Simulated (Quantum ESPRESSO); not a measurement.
InP under changes of volume

One of the cells (25.167 Å³/atom); the others are scaled copies at fixed shape and fractional positions:

```
In P
1.0
     0.00000    2.93050    2.93050
     2.93050    0.00000    2.93050
     2.93050    2.93050    0.00000
In P
1 1
Cartesian
  0.0000 0.0000 0.0000
  4.3957 4.3957 4.3957
```

- Program: Quantum ESPRESSO 7.5
- Functional: r2SCAN
- Potentials or basis: SG15 PBE 1.2
- Cutoff: 952 eV
- Density cutoff: 3810 eV
- k mesh: 6 × 6 × 6
- Occupations: fermi-dirac, width 0.05 eV
- Spin: no spin polarisation

```csv
volume (Å³/atom),energy over the lowest point (meV/atom),pressure (GPa),gap on the mesh (eV)
23.657,24.88,5.2,1.13
24.160,11.30,3.3,1.00
24.663,3.21,1.7,0.88
25.167,0.00,0.2,0.76
25.670,1.17,-1.1,0.64
26.173,6.23,-2.3,0.53
26.677,?,?,?
```

Problem. What does the run at 26.677 Å³/atom give?

Solution. Energy over the lowest point 14.79 meV/atom; pressure -3.3 GPa; gap on the mesh 0.42 eV.

Worked out: A Birch-Murnaghan fit of order 3 (a polynomial in V^(-2/3)) to the other rows has its minimum at 25.28 Å³/atom with B0 = V·E''(V) = 68 GPa and B' = 4.7. It gives 14.79 meV/atom at 26.677 Å³/atom, against the run's 14.79, and -dE/dV = -3.2 GPa, against -3.3. A straight line through the other rows of the gap, of slope -5.94 eV per unit of ln V (its deformation potential), extrapolates to 0.41 eV, against the run's 0.42.

Energies are extrapolated to zero smearing.

Caveats: the potentials were made for another functional, which shifts forces and pressure; spin-orbit coupling is left out, which moves the levels of the heavy elements.
